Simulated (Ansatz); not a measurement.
Start from CdTe in the zinc blende structure (space group F-43m, No. 216; a = 6.4895 Å).

It is then changed as follows: Cr takes the place of Te on all its sites; the structure is relaxed again.

Levels (all Ansatz, a program for electronic structure, PAW, earlier PAW set): PBEsol (420 eV, no spin-orbit coupling); r2SCAN (500 eV, scalar-relativistic without spin-orbit coupling).

The geometry is relaxed with PBEsol.

| Item | Result |
|---|---|
| PBEsol pressure | 0.0 GPa |
| PBEsol magnetic state | ferromagnetic |
| PBEsol largest site moment | 3.88 μB |

With r2SCAN at the same geometry, the pressure goes from zero to 1.8 GPa; the magnetic state stays ferromagnetic; the largest site moment grows by 0.148 μB to 4.02 μB.

Other magnetic orders, which the real material may have, were not ruled out. Single points use the geometry relaxed with PBEsol. Their cutoffs differ, which shifts pressures a little. Whether these cells are dynamically stable was not tested. As relaxed here, CrCd is a hypothetical phase, not in the database extracts checked.
